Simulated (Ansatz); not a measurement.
**A computed series for GeO2: response to strain**

Base system: GeO2 (space group P3_121, No. 152; a = 4.989 Å, c = 5.675 Å). Axes: x lies along a and z along c of the hexagonal cell.

Strains are applied to the cell and any free atomic positions relax; under biaxial strain the out-of-plane vector relaxes too; under stress the whole cell relaxes.

All numbers come from plane-wave PAW DFT at the r2SCAN level (Ansatz, an electronic-structure program, 500 eV), no spin-orbit coupling.

Notes on the quantities. energy relative to the base: free energy F.

```json
[
 {"case": "base", "smallest direct gap": "4.28 eV", "energy relative to the base": "0 meV/atom", "band gap": "4.22 eV", "gap character": "indirect, K → Γ"},
 {"case": "biaxial strain +0.63 %, plane normal [001], relaxed out of plane", "smallest direct gap": "4.27 eV", "energy relative to the base": "–", "band gap": "4.20 eV", "gap character": "indirect, K → Γ"},
 {"case": "uniaxial stress, 1 GPa tension along z", "smallest direct gap": "4.26 eV", "energy relative to the base": "+0.4 meV/atom", "band gap": "4.21 eV", "gap character": "indirect, L → Γ"},
 {"case": "uniaxial stress, 5 GPa compression along z", "smallest direct gap": "4.26 eV", "energy relative to the base": "+10 meV/atom", "band gap": "4.17 eV", "gap character": "indirect, K → Γ"},
 {"case": "uniaxial stress, 3 GPa tension along z", "smallest direct gap": "4.22 eV", "energy relative to the base": "+4.2 meV/atom", "band gap": "4.15 eV", "gap character": "indirect, L → Γ"}
]
```

Stability under load was not tested beyond the relaxation.
